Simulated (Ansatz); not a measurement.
## All-electron card of Cs

```yaml
crystal:
  lattice:
    - [-3.02250, 3.02250, 3.02250]
    - [3.02250, -3.02250, 3.02250]
    - [3.02250, 3.02250, -3.02250]
  atoms:
    - { symbol: Cs, position: [0.00000, 0.00000, 0.00000] }
```

The cell is a measured one (Crystallography Open Database entry 9011010); the temperature and pressure of the measurement aren't taken into account, and nothing was relaxed.

No spin–orbit coupling, which matters for the heavy atoms here.

These are results of DFT, PBE, all-electron LAPW, scalar-relativistic in Ansatz 0.2.0, not measurements.

Settings: a Γ-centred 9×9×9 k mesh, Fermi–Dirac smearing of 0.05 eV, basis error target 1 meV/atom, no spin polarisation.

```yaml
Pressure_at_this_cell: 1.2 kbar
Volume_per_atom: 110.45 Å³
```

Q: Band gap: what does the calculation give?

A: none: with an odd electron count and no spin polarisation the bands can't all be full, a metal in this set-up (spin order or a larger cell could open a gap).

Q: Density of states at the Fermi level (0.2 eV bin): what does the calculation give?

A: 1.44 states/eV per cell.
